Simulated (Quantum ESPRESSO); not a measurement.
# Hf (P6_3/mmc) in Quantum ESPRESSO: a series of runs

One crystal, Hf, is run at these levels: r2SCAN; tasks: single point, equation of state.

All numbers are computed with Quantum ESPRESSO 7.5; they aren't measurements. Logs are shortened: lines on timing, memory, paths and dates and some standing lists are left out, and cuts for length are marked.

**1. Starting point**

The structure is hexagonal, space group P6_3/mmc (No. 194). The conventional cell has a = 3.197 Å, b = 3.197 Å, c = 5.058 Å, α = 90.00°, β = 90.00°, γ = 120.00°. Hf (site symmetry -6m2) is surrounded by 12 Hf at 3.13 to 3.20 Å.

**2. Single point, r2SCAN, 21.04 Å³/atom**

Contents of pw.in:

```
&CONTROL
  calculation = 'scf'
  prefix = 'pwscf'
  outdir = './tmp'
  pseudo_dir = './pseudo'
  tprnfor = .true.
  tstress = .true.
  disk_io = 'nowf'
/
&SYSTEM
  ibrav = 0
  nat = 2
  ntyp = 1
  ecutwfc = 65
  nbnd = 36
  input_dft = 'r2scan'
  occupations = 'smearing'
  smearing = 'fd'
  degauss = 0.00367493
  nosym = .true.
  nr1 = 36
  nr2 = 36
  nr3 = 60
/
&ELECTRONS
  conv_thr = 1d-08
  electron_maxstep = 120
  mixing_beta = 0.5
/
ATOMIC_SPECIES
Hf   178.4900 Hf_ONCV_PBE-1.2.upf
CELL_PARAMETERS angstrom
   3.1314429137    0.0000000000    0.0000000000
  -1.5657214569    2.7119091138    0.0000000000
   0.0000000000    0.0000000000    4.9545506207
ATOMIC_POSITIONS crystal
Hf     0.6666666667    0.3333333333    0.7500000000
Hf     0.3333333333    0.6666666667    0.2500000000
K_POINTS automatic
6 6 3 0 0 0
```

Potentials or basis: SG15 PBE 1.2.

The run is started by

```console
$ OMP_NUM_THREADS=1 mpirun -n 2 pw.x -nk 2 -in pw.in > pw.out
```

pw.out:

```text
This program is part of the open-source Quantum ESPRESSO suite
     for quantum simulation of materials; please cite
         "P. Giannozzi et al., J. Phys.:Condens. Matter 21 395502 (2009);
         "P. Giannozzi et al., J. Phys.:Condens. Matter 29 465901 (2017);
         "P. Giannozzi et al., J. Chem. Phys. 152 154105 (2020);
     in publications or presentations arising from this work. More details at

     IMPORTANT: XC functional enforced from input :
     Exchange-correlation= R2SCAN
                           (   0   0   0   0   0 497 498)
     Any further DFT definition will be discarded
     Please, verify this is what you really want

     K-points division:     npool     =       2
     Subspace diagonalization in iterative solution of the eigenvalue problem:
     a serial algorithm will be used

     G-vector sticks info
     --------------------
     sticks:   dense  smooth     PW     G-vecs:    dense   smooth      PW
     Sum         637     637    199                20113    20113    3681

     Using Slab Decomposition

     bravais-lattice index     =            0
     lattice parameter (alat)  =       5.9176  a.u.
     unit-cell volume          =     283.9360 (a.u.)^3
     number of atoms/cell      =            2
     number of atomic types    =            1
     number of electrons       =        52.00
     number of Kohn-Sham states=           36
     kinetic-energy cutoff     =      65.0000  Ry
     charge density cutoff     =     260.0000  Ry
     scf convergence threshold =      1.0E-08
     mixing beta               =       0.5000
     number of iterations used =            8  plain     mixing
     Exchange-correlation= R2SCAN
                           (   0   0   0   0   0 497 498)

     celldm(1)=   5.917569  celldm(2)=   0.000000  celldm(3)=   0.000000
     celldm(4)=   0.000000  celldm(5)=   0.000000  celldm(6)=   0.000000

     crystal axes: (cart. coord. in units of alat)
               a(1) = (   1.000000   0.000000   0.000000 )
               a(2) = (  -0.500000   0.866025   0.000000 )
               a(3) = (   0.000000   0.000000   1.582194 )

     reciprocal axes: (cart. coord. in units 2 pi/alat)
               b(1) = (  1.000000  0.577350 -0.000000 )
               b(2) = (  0.000000  1.154701  0.000000 )
               b(3) = (  0.000000 -0.000000  0.632034 )

     PseudoPot. # 1 for Hf read from file:
     Hf_ONCV_PBE-1.2.upf
     Pseudo is Norm-conserving, Zval = 26.0
     Generated using ONCVPSP code by D. R. Hamann
     Using radial grid of  602 points,  8 beta functions with:
                l(1) =   0
                l(2) =   0
                l(3) =   1
                l(4) =   1
                l(5) =   2
                l(6) =   2
                l(7) =   3
                l(8) =   3
[... 68 lines left out ...]
        k(   55) = (  -0.5000000  -0.8660254   0.0000000), wk =   0.0185185
        k(   56) = (  -0.5000000  -0.8660254   0.2106779), wk =   0.0370370

     Dense  grid:    20113 G-vectors     FFT dimensions: (  36,  36,  60)

     WARNING: libxc functional with ID  497 depends
      on external parameters: check the user_guide of
      QE if you need to modify them or to check their
      default values.

     WARNING: libxc functional with ID  498 depends
      on external parameters: check the user_guide of
      QE if you need to modify them or to check their
      default values.

     Initial potential from superposition of free atoms

     starting charge      51.7569, renormalised to      52.0000
     Starting wfcs are random

     Self-consistent Calculation

     iteration #  1     ecut=    65.00 Ry     beta= 0.50
     Davidson diagonalization with overlap
     ethr =  1.00E-02,  avg # of iterations = 11.4

     total energy              =    -891.91770628 Ry
     estimated scf accuracy    <     117.45070124 Ry
[... 78 lines left out ...]
     iteration # 13     ecut=    65.00 Ry     beta= 0.50
     Davidson diagonalization with overlap
     ethr =  2.97E-10,  avg # of iterations =  1.0

     End of self-consistent calculation

          k = 0.0000 0.0000 0.0000 (  2491 PWs)   bands (ev):

   -38.7572 -38.6629  -7.3917  -6.5211  -6.5211  -6.3795  -6.3755  -6.3755
    14.1847  14.2332  14.2332  14.2337  14.2337  14.2411  14.2520  14.2527
    14.2527  14.2658  14.2860  14.2860  14.3568  14.3618  17.5919  21.3775
    26.0266  26.4948  26.4948  26.8340  27.3970  27.3970  28.1043  28.1043
    30.9293  30.9293  35.4076  37.3567
[... 387 lines left out ...]
   -38.6700 -38.6544  -7.2122  -7.1318  -6.8171  -6.7028  -6.6225  -6.5255
    14.2037  14.2125  14.2241  14.2310  14.2380  14.2501  14.2607  14.2697
    14.2739  14.2779  14.2839  14.2924  14.3271  14.3287  21.9304  22.6549
    23.7623  24.5293  25.3857  25.7488  27.2908  29.0058  30.5198  32.0454
    32.3786  32.9284  35.4066  36.6729

          k =-0.5000-0.0962-0.2107 (  2503 PWs)   bands (ev):

   -38.6700 -38.6544  -7.2122  -7.1318  -6.8171  -6.7028  -6.6225  -6.5255
    14.2037  14.2125  14.2241  14.2310  14.2380  14.2501  14.2607  14.2697
    14.2739  14.2779  14.2839  14.2924  14.3271  14.3287  21.9304  22.6549
    23.7623  24.5293  25.3857  25.7488  27.2908  29.0058  30.5198  32.0454
    32.3786  32.9284  35.4066  36.6729

          k =-0.5000 0.0962 0.0000 (  2502 PWs)   bands (ev):

   -38.6778 -38.6466  -7.1058  -6.9646  -6.9637  -6.7815  -6.6311  -6.5756
    14.1980  14.1987  14.2153  14.2293  14.2356  14.2578  14.2617  14.2768
    14.2799  14.2838  14.2901  14.3032  14.3250  14.3287  22.0057  22.9556
    23.0292  24.0616  25.7058  26.2891  26.9648  30.0798  31.0754  31.6416
    32.4420  33.9585  34.8838  35.5354

          k =-0.5000 0.0962 0.2107 (  2503 PWs)   bands (ev):

   -38.6700 -38.6544  -7.2122  -7.1318  -6.8171  -6.7028  -6.6225  -6.5255
    14.2037  14.2125  14.2241  14.2310  14.2380  14.2501  14.2607  14.2697
    14.2739  14.2779  14.2839  14.2924  14.3271  14.3287  21.9304  22.6549
    23.7623  24.5293  25.3857  25.7488  27.2908  29.0058  30.5198  32.0454
    32.3786  32.9284  35.4066  36.6729

          k =-0.5000 0.0962-0.2107 (  2503 PWs)   bands (ev):

   -38.6700 -38.6544  -7.2122  -7.1318  -6.8171  -6.7028  -6.6225  -6.5255
    14.2037  14.2125  14.2241  14.2310  14.2380  14.2501  14.2607  14.2697
    14.2739  14.2779  14.2839  14.2924  14.3271  14.3287  21.9304  22.6549
    23.7623  24.5293  25.3857  25.7488  27.2908  29.0058  30.5198  32.0454
    32.3786  32.9284  35.4066  36.6729
[... 11 lines left out ...]
   -38.6699 -38.6544  -7.2925  -7.1912  -6.7299  -6.6651  -6.5806  -6.5411
    14.1960  14.2050  14.2238  14.2298  14.2347  14.2460  14.2671  14.2705
    14.2791  14.2820  14.2916  14.3037  14.3279  14.3290  21.4144  22.0981
    23.8041  24.1332  26.4391  26.9628  27.0165  29.5429  31.6730  31.9050
    31.9353  32.1389  34.9676  35.7399

     the Fermi energy is    25.3351 ev

!    total energy              =    -892.37039239 Ry
     estimated scf accuracy    <          3.2E-09 Ry
     smearing contrib. (-TS)   =      -0.00167958 Ry
     internal energy E=F+TS    =    -892.36871281 Ry

     The total energy is F=E-TS. E is the sum of the following terms:
     one-electron contribution =    -267.47767138 Ry
     hartree contribution      =     198.16486649 Ry
     xc contribution           =     -74.64960847 Ry
     ewald contribution        =    -748.40629944 Ry

     convergence has been achieved in  13 iterations

     Forces acting on atoms (cartesian axes, Ry/au):

     atom    1 type  1   force =     0.00000317    0.00000298    0.00000118
     atom    2 type  1   force =    -0.00000317   -0.00000298   -0.00000118

     Total force =     0.000006     Total SCF correction =     0.000114
     SCF correction compared to forces is large: reduce conv_thr to get better values

     Computing stress (Cartesian axis) and pressure

          total   stress  (Ry/bohr**3)                   (kbar)     P=        9.01
   0.00005745  -0.00000002  -0.00000000            8.45       -0.00       -0.00
  -0.00000002   0.00005746  -0.00000000           -0.00        8.45       -0.00
  -0.00000000  -0.00000000   0.00006893           -0.00       -0.00       10.14

=------------------------------------------------------------------------------=
   JOB DONE.
=------------------------------------------------------------------------------=
```

Wall time 3 min (2 MPI ranks of Arm Neoverse V2, shared host); peak memory 0.24 GiB.

What came out:

- Free energy: -12141.3177 eV
- Pressure: 0.9 GPa
- Band gap on the k mesh: none (metal or under the smearing width)

Caveat: the k mesh is coarse (spacing up to 0.42 Å⁻¹), so the values aren't converged; the potentials were made for another functional, which shifts forces and pressure.

**3. Single point, r2SCAN, 21.49 Å³/atom**

pw.in: that of step 2 with these lines changed.

```diff
@@ -32,5 +32,5 @@
 CELL_PARAMETERS angstrom
-   3.1314429137    0.0000000000    0.0000000000
-  -1.5657214569    2.7119091138    0.0000000000
-   0.0000000000    0.0000000000    4.9545506207
+   3.1534960552    0.0000000000    0.0000000000
+  -1.5767480276    2.7310076946    0.0000000000
+   0.0000000000    0.0000000000    4.9894429718
 ATOMIC_POSITIONS crystal
```

Potentials or basis: SG15 PBE 1.2.

The run is started by

```console
$ OMP_NUM_THREADS=1 mpirun -n 2 pw.x -nk 2 -in pw.in > pw.out
```

Wall time 3 min (2 MPI ranks of Arm Neoverse V2, shared host); peak memory 0.24 GiB.

Results (log left out):

```
Free energy            : -12141.3162 eV
Pressure               : -1.6 GPa
Band gap on the k mesh : none (metal or under the smearing width)
```

Caveat: the k mesh is coarse (spacing up to 0.42 Å⁻¹), so the values aren't converged; the potentials were made for another functional, which shifts forces and pressure.

**4. Single point, r2SCAN, 21.93 Å³/atom**

pw.in: that of step 3 with these lines changed.

```diff
@@ -32,5 +32,5 @@
 CELL_PARAMETERS angstrom
-   3.1534960552    0.0000000000    0.0000000000
-  -1.5767480276    2.7310076946    0.0000000000
-   0.0000000000    0.0000000000    4.9894429718
+   3.1752449911    0.0000000000    0.0000000000
+  -1.5876224956    2.7498428256    0.0000000000
+   0.0000000000    0.0000000000    5.0238540107
 ATOMIC_POSITIONS crystal
```

The run is started by

```console
$ OMP_NUM_THREADS=1 mpirun -n 2 pw.x -nk 2 -in pw.in > pw.out
```

Wall time 3.3 min (2 MPI ranks of Arm Neoverse V2, shared host); peak memory 0.24 GiB.

Results (log left out):

- Free energy: -12141.3014 eV
- Pressure: -3.8 GPa
- Band gap on the k mesh: none (metal or under the smearing width)

Caveat: the k mesh is coarse (spacing up to 0.42 Å⁻¹), so the values aren't converged; the potentials were made for another functional, which shifts forces and pressure.

**5. Single point, r2SCAN, 22.38 Å³/atom**

pw.in: that of step 4 with these lines changed.

```diff
@@ -32,5 +32,5 @@
 CELL_PARAMETERS angstrom
-   3.1752449911    0.0000000000    0.0000000000
-  -1.5876224956    2.7498428256    0.0000000000
-   0.0000000000    0.0000000000    5.0238540107
+   3.1967000000    0.0000000000    0.0000000000
+  -1.5983500000    2.7684234083    0.0000000000
+   0.0000000000    0.0000000000    5.0578000000
 ATOMIC_POSITIONS crystal
```

The run is started by

```console
$ OMP_NUM_THREADS=1 mpirun -n 2 pw.x -nk 2 -in pw.in > pw.out
```

Wall time 3.1 min (2 MPI ranks of Arm Neoverse V2, shared host); peak memory 0.24 GiB.

It converged, with:

```yaml
Free_energy: -12141.2745 eV
Pressure: -5.9 GPa
Band_gap_on_the_k_mesh: none (metal or under the smearing width)
```

Caveat: the k mesh is coarse (spacing up to 0.41 Å⁻¹), so the values aren't converged; the potentials were made for another functional, which shifts forces and pressure.

**6. Single point, r2SCAN, 22.83 Å³/atom**

pw.in: that of step 5 with these lines changed.

```diff
@@ -32,5 +32,5 @@
 CELL_PARAMETERS angstrom
-   3.1967000000    0.0000000000    0.0000000000
-  -1.5983500000    2.7684234083    0.0000000000
-   0.0000000000    0.0000000000    5.0578000000
+   3.2178708157    0.0000000000    0.0000000000
+  -1.6089354078    2.7867578725    0.0000000000
+   0.0000000000    0.0000000000    5.0912963404
 ATOMIC_POSITIONS crystal
```

Potentials or basis: SG15 PBE 1.2.

The run is started by

```console
$ OMP_NUM_THREADS=1 mpirun -n 2 pw.x -nk 2 -in pw.in > pw.out
```

It took 3.2 min on 2 MPI ranks of Arm Neoverse V2, shared host; peak memory 0.24 GiB.

It converged, with:

| Quantity | Value |
| --- | --- |
| Free energy | -12141.2366 eV |
| Pressure | -7.8 GPa |
| Band gap on the k mesh | none (metal or under the smearing width) |

Caveat: the k mesh is coarse (spacing up to 0.41 Å⁻¹), so the values aren't converged; the potentials were made for another functional, which shifts forces and pressure.

**7. Single point, r2SCAN, 23.28 Å³/atom**

pw.in: that of step 6 with these lines changed.

```diff
@@ -32,5 +32,5 @@
 CELL_PARAMETERS angstrom
-   3.2178708157    0.0000000000    0.0000000000
-  -1.6089354078    2.7867578725    0.0000000000
-   0.0000000000    0.0000000000    5.0912963404
+   3.2387666662    0.0000000000    0.0000000000
+  -1.6193833331    2.8048542099    0.0000000000
+   0.0000000000    0.0000000000    5.1243576326
 ATOMIC_POSITIONS crystal
```

The run is started by

```console
$ OMP_NUM_THREADS=1 mpirun -n 2 pw.x -nk 2 -in pw.in > pw.out
```

It took 3.2 min on 2 MPI ranks of Arm Neoverse V2, shared host; peak memory 0.24 GiB.

Results (log left out):

| Quantity | Value |
| --- | --- |
| Free energy | -12141.1887 eV |
| Pressure | -9.5 GPa |
| Band gap on the k mesh | none (metal or under the smearing width) |

Caveat: the k mesh is coarse (spacing up to 0.41 Å⁻¹), so the values aren't converged; the potentials were made for another functional, which shifts forces and pressure.

**8. Single point, r2SCAN, 23.72 Å³/atom**

pw.in: that of step 7 with these lines changed.

```diff
@@ -32,5 +32,5 @@
 CELL_PARAMETERS angstrom
-   3.2387666662    0.0000000000    0.0000000000
-  -1.6193833331    2.8048542099    0.0000000000
-   0.0000000000    0.0000000000    5.1243576326
+   3.2593963094    0.0000000000    0.0000000000
+  -1.6296981547    2.8227200050    0.0000000000
+   0.0000000000    0.0000000000    5.1569977332
 ATOMIC_POSITIONS crystal
```

The run is started by

```console
$ OMP_NUM_THREADS=1 mpirun -n 2 pw.x -nk 2 -in pw.in > pw.out
```

Wall time 3.2 min (2 MPI ranks of Arm Neoverse V2, shared host); peak memory 0.24 GiB.

The run converged. Its results:

```
Free energy            : -12141.1316 eV
Pressure               : -11.0 GPa
Band gap on the k mesh : none (metal or under the smearing width)
```

Caveat: the k mesh is coarse (spacing up to 0.41 Å⁻¹), so the values aren't converged; the potentials were made for another functional, which shifts forces and pressure.

**9. Equation of state, r2SCAN**

Potentials or basis: SG15 PBE 1.2.

No new run: the results of the series are fitted here.

Results:

| Item | Value |
| --- | --- |
| Equilibrium volume | 21.21 Å³/atom |
| Bulk modulus at fixed shape and positions | 119 GPa |
| Pressure derivative of the bulk modulus | 3.4 |

Energy against volume, from the lowest point:
| volume (Å³/atom) | energy (meV/atom) |
| --- | --- |
| 21.037 | 0.00 |
| 21.485 | 0.75 |
| 21.933 | 8.16 |
| 22.380 | 21.58 |
| 22.828 | 40.55 |
| 23.276 | 64.52 |
| 23.723 | 93.06 |

Caveat: the k mesh is coarse (spacing up to 0.41 Å⁻¹), so the values aren't converged; the potentials were made for another functional, which shifts forces and pressure; the cell was scaled at fixed shape and fractional positions, which overstates the stiffness of a crystal with free parameters, most of all of layers and chains.
